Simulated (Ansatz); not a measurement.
SnS₂: levels along high-symmetry lines

```
Sn S
1.0
     3.59830    0.00000    0.00000
    -1.79915    3.11622    0.00000
     0.00000    0.00000    5.49400
Sn S
1 2
Direct
  0.00000 0.00000 0.00000
  0.66667 0.33333 0.26390
  0.33333 0.66667 0.73610
```

Atoms are numbered in the order listed.

The conventional cell has a = 3.598 Å, b = 3.598 Å, c = 5.494 Å, α = 90.00°, β = 90.00°, γ = 120.00°. Sn (atom 1) has 6 S at 2.53 Å as nearest neighbours. S (atom 2) has 3 Sn at 2.53 Å as nearest neighbours.

The geometry is COD entry 7038081, unchecked; take it as a test cell.

Spin–orbit coupling is left out, though it moves levels of the heavy atoms by tenths of an eV or more.

All numbers below come from DFT, PBEsol, all-electron LAPW, scalar-relativistic in Ansatz 0.2.0.

Settings: a Γ-centred 10×10×6 k mesh, Fermi–Dirac smearing of 0.01 eV, basis error target 1 meV/atom, no spin polarisation.

Points in fractions of the reciprocal vectors of this cell: Γ (0, 0, 0), M (0.5, 0, 0), K (0.333, 0.333, 0), A (0, 0, 0.5), L (0.5, 0, 0.5), H (0.333, 0.333, 0.5). The path joins them by straight lines in the order Γ–M–K–Γ–A–L–H–A–L; legs that retrace an earlier one aren't tabulated. Energies are in eV from the top of the valence band.

Q: Metal or insulator at this level of theory?

A: An insulator or semiconductor: gap 0.99 eV.

Q: Tabulate bands 22 to 28, counted from the lowest band of the run, along the path.

A: 
```json
{"k (1/Å)": "0.00", "point": "Γ", "band 22": "-1.08", "band 23": "-0.88", "band 24": "-0.88", "band 25": "0.00", "band 26": "1.69", "band 27": "3.09", "band 28": "5.11"}
{"k (1/Å)": "0.14", "point": "", "band 22": "-1.39", "band 23": "-1.05", "band 24": "-0.67", "band 25": "0.00", "band 26": "2.10", "band 27": "3.42", "band 28": "4.92"}
{"k (1/Å)": "0.29", "point": "", "band 22": "-1.84", "band 23": "-1.68", "band 24": "-0.52", "band 25": "-0.07", "band 26": "2.67", "band 27": "3.95", "band 28": "4.90"}
{"k (1/Å)": "0.43", "point": "", "band 22": "-2.42", "band 23": "-2.28", "band 24": "-0.47", "band 25": "-0.26", "band 26": "2.58", "band 27": "4.23", "band 28": "5.64"}
{"k (1/Å)": "0.58", "point": "", "band 22": "-3.11", "band 23": "-2.67", "band 24": "-0.61", "band 25": "-0.49", "band 26": "2.14", "band 27": "4.35", "band 28": "5.71"}
{"k (1/Å)": "0.72", "point": "", "band 22": "-3.57", "band 23": "-2.97", "band 24": "-1.10", "band 25": "-0.54", "band 26": "1.78", "band 27": "4.21", "band 28": "5.51"}
{"k (1/Å)": "0.86", "point": "", "band 22": "-3.66", "band 23": "-3.16", "band 24": "-1.58", "band 25": "-0.57", "band 26": "1.58", "band 27": "4.06", "band 28": "5.24"}
{"k (1/Å)": "1.01", "point": "M", "band 22": "-3.59", "band 23": "-3.22", "band 24": "-1.81", "band 25": "-0.59", "band 26": "1.52", "band 27": "3.99", "band 28": "5.15"}
{"k (1/Å)": "1.09", "point": "", "band 22": "-3.57", "band 23": "-3.29", "band 24": "-1.81", "band 25": "-0.72", "band 26": "1.57", "band 27": "4.15", "band 28": "5.02"}
{"k (1/Å)": "1.17", "point": "", "band 22": "-3.53", "band 23": "-3.46", "band 24": "-1.82", "band 25": "-1.05", "band 26": "1.66", "band 27": "4.58", "band 28": "4.96"}
{"k (1/Å)": "1.26", "point": "", "band 22": "-3.67", "band 23": "-3.46", "band 24": "-1.84", "band 25": "-1.49", "band 26": "1.69", "band 27": "5.15", "band 28": "5.16"}
{"k (1/Å)": "1.34", "point": "", "band 22": "-3.85", "band 23": "-3.40", "band 24": "-1.93", "band 25": "-1.89", "band 26": "1.62", "band 27": "5.62", "band 28": "5.79"}
{"k (1/Å)": "1.42", "point": "", "band 22": "-3.98", "band 23": "-3.40", "band 24": "-2.26", "band 25": "-1.97", "band 26": "1.50", "band 27": "6.28", "band 28": "6.38"}
{"k (1/Å)": "1.51", "point": "", "band 22": "-4.03", "band 23": "-3.55", "band 24": "-2.36", "band 25": "-2.10", "band 26": "1.40", "band 27": "6.78", "band 28": "6.88"}
{"k (1/Å)": "1.59", "point": "K", "band 22": "-4.03", "band 23": "-3.71", "band 24": "-2.26", "band 25": "-2.26", "band 26": "1.36", "band 27": "6.92", "band 28": "6.92"}
{"k (1/Å)": "1.76", "point": "", "band 22": "-3.97", "band 23": "-3.24", "band 24": "-2.53", "band 25": "-1.79", "band 26": "1.50", "band 27": "6.71", "band 28": "6.71"}
{"k (1/Å)": "1.92", "point": "", "band 22": "-4.10", "band 23": "-2.59", "band 24": "-2.42", "band 25": "-1.22", "band 26": "1.84", "band 27": "6.28", "band 28": "6.37"}
{"k (1/Å)": "2.09", "point": "", "band 22": "-4.24", "band 23": "-1.95", "band 24": "-1.95", "band 25": "-0.69", "band 26": "2.25", "band 27": "5.70", "band 28": "5.89"}
{"k (1/Å)": "2.26", "point": "", "band 22": "-3.58", "band 23": "-1.42", "band 24": "-1.41", "band 25": "-0.30", "band 26": "2.64", "band 27": "5.07", "band 28": "5.21"}
{"k (1/Å)": "2.42", "point": "", "band 22": "-2.63", "band 23": "-1.04", "band 24": "-1.01", "band 25": "-0.08", "band 26": "2.79", "band 27": "4.34", "band 28": "4.69"}
{"k (1/Å)": "2.59", "point": "", "band 22": "-1.64", "band 23": "-0.86", "band 24": "-0.81", "band 25": "0.00", "band 26": "2.20", "band 27": "3.53", "band 28": "4.86"}
{"k (1/Å)": "2.75", "point": "Γ", "band 22": "-1.08", "band 23": "-0.88", "band 24": "-0.88", "band 25": "0.00", "band 26": "1.69", "band 27": "3.09", "band 28": "5.11"}
{"k (1/Å)": "2.84", "point": "", "band 22": "-1.09", "band 23": "-0.86", "band 24": "-0.86", "band 25": "-0.17", "band 26": "1.82", "band 27": "3.10", "band 28": "5.08"}
{"k (1/Å)": "2.92", "point": "", "band 22": "-1.13", "band 23": "-0.80", "band 24": "-0.80", "band 25": "-0.58", "band 26": "2.11", "band 27": "3.13", "band 28": "5.01"}
{"k (1/Å)": "3.00", "point": "", "band 22": "-1.17", "band 23": "-1.08", "band 24": "-0.74", "band 25": "-0.74", "band 26": "2.41", "band 27": "3.17", "band 28": "4.91"}
{"k (1/Å)": "3.08", "point": "", "band 22": "-1.21", "band 23": "-1.21", "band 24": "-0.69", "band 25": "-0.69", "band 26": "2.69", "band 27": "3.22", "band 28": "4.80"}
{"k (1/Å)": "3.16", "point": "", "band 22": "-1.23", "band 23": "-1.23", "band 24": "-0.64", "band 25": "-0.64", "band 26": "2.91", "band 27": "3.26", "band 28": "4.71"}
{"k (1/Å)": "3.24", "point": "", "band 22": "-1.25", "band 23": "-1.25", "band 24": "-0.61", "band 25": "-0.61", "band 26": "3.06", "band 27": "3.27", "band 28": "4.65"}
{"k (1/Å)": "3.33", "point": "A", "band 22": "-1.25", "band 23": "-1.25", "band 24": "-0.60", "band 25": "-0.60", "band 26": "3.11", "band 27": "3.28", "band 28": "4.62"}
{"k (1/Å)": "3.47", "point": "", "band 22": "-1.49", "band 23": "-1.36", "band 24": "-0.91", "band 25": "-0.64", "band 26": "2.97", "band 27": "3.62", "band 28": "4.80"}
{"k (1/Å)": "3.61", "point": "", "band 22": "-2.02", "band 23": "-1.65", "band 24": "-1.40", "band 25": "-0.75", "band 26": "2.59", "band 27": "4.29", "band 28": "5.27"}
{"k (1/Å)": "3.76", "point": "", "band 22": "-2.14", "band 23": "-2.02", "band 24": "-1.70", "band 25": "-0.89", "band 26": "2.13", "band 27": "4.75", "band 28": "5.86"}
{"k (1/Å)": "3.90", "point": "", "band 22": "-2.37", "band 23": "-2.12", "band 24": "-1.69", "band 25": "-1.04", "band 26": "1.73", "band 27": "4.67", "band 28": "5.94"}
{"k (1/Å)": "4.05", "point": "", "band 22": "-2.66", "band 23": "-2.13", "band 24": "-1.49", "band 25": "-1.16", "band 26": "1.46", "band 27": "4.42", "band 28": "5.59"}
{"k (1/Å)": "4.19", "point": "", "band 22": "-2.84", "band 23": "-2.12", "band 24": "-1.33", "band 25": "-1.24", "band 26": "1.33", "band 27": "4.23", "band 28": "5.16"}
{"k (1/Å)": "4.33", "point": "L", "band 22": "-2.90", "band 23": "-2.11", "band 24": "-1.28", "band 25": "-1.27", "band 26": "1.30", "band 27": "4.16", "band 28": "4.99"}
{"k (1/Å)": "4.42", "point": "", "band 22": "-3.09", "band 23": "-2.26", "band 24": "-1.19", "band 25": "-1.16", "band 26": "1.39", "band 27": "4.23", "band 28": "5.05"}
{"k (1/Å)": "4.50", "point": "", "band 22": "-3.50", "band 23": "-2.61", "band 24": "-1.03", "band 25": "-0.94", "band 26": "1.64", "band 27": "4.39", "band 28": "5.25"}
{"k (1/Å)": "4.58", "point": "", "band 22": "-3.96", "band 23": "-3.04", "band 24": "-0.87", "band 25": "-0.74", "band 26": "2.01", "band 27": "4.56", "band 28": "5.60"}
{"k (1/Å)": "4.67", "point": "", "band 22": "-4.38", "band 23": "-3.48", "band 24": "-0.74", "band 25": "-0.61", "band 26": "2.41", "band 27": "4.70", "band 28": "5.46"}
{"k (1/Å)": "4.75", "point": "", "band 22": "-4.71", "band 23": "-3.91", "band 24": "-0.62", "band 25": "-0.53", "band 26": "2.76", "band 27": "4.80", "band 28": "5.15"}
{"k (1/Å)": "4.83", "point": "", "band 22": "-4.90", "band 23": "-4.25", "band 24": "-0.54", "band 25": "-0.50", "band 26": "3.00", "band 27": "4.85", "band 28": "4.92"}
{"k (1/Å)": "4.92", "point": "H", "band 22": "-4.95", "band 23": "-4.42", "band 24": "-0.50", "band 25": "-0.50", "band 26": "3.08", "band 27": "4.86", "band 28": "4.86"}
{"k (1/Å)": "5.08", "point": "", "band 22": "-4.71", "band 23": "-4.00", "band 24": "-0.61", "band 25": "-0.56", "band 26": "2.90", "band 27": "4.82", "band 28": "5.13"}
{"k (1/Å)": "5.25", "point": "", "band 22": "-4.17", "band 23": "-3.35", "band 24": "-0.84", "band 25": "-0.83", "band 26": "2.65", "band 27": "4.91", "band 28": "5.60"}
{"k (1/Å)": "5.42", "point": "", "band 22": "-3.47", "band 23": "-2.70", "band 24": "-1.22", "band 25": "-1.02", "band 26": "2.50", "band 27": "4.99", "band 28": "6.04"}
{"k (1/Å)": "5.58", "point": "", "band 22": "-2.76", "band 23": "-2.20", "band 24": "-1.49", "band 25": "-1.05", "band 26": "2.48", "band 27": "4.75", "band 28": "6.08"}
{"k (1/Å)": "5.75", "point": "", "band 22": "-2.11", "band 23": "-1.98", "band 24": "-1.34", "band 25": "-0.87", "band 26": "2.64", "band 27": "4.29", "band 28": "5.67"}
{"k (1/Å)": "5.91", "point": "", "band 22": "-1.53", "band 23": "-1.44", "band 24": "-0.96", "band 25": "-0.66", "band 26": "2.94", "band 27": "3.69", "band 28": "4.89"}
{"k (1/Å)": "6.08", "point": "A", "band 22": "-1.25", "band 23": "-1.25", "band 24": "-0.60", "band 25": "-0.60", "band 26": "3.11", "band 27": "3.28", "band 28": "4.62"}
```
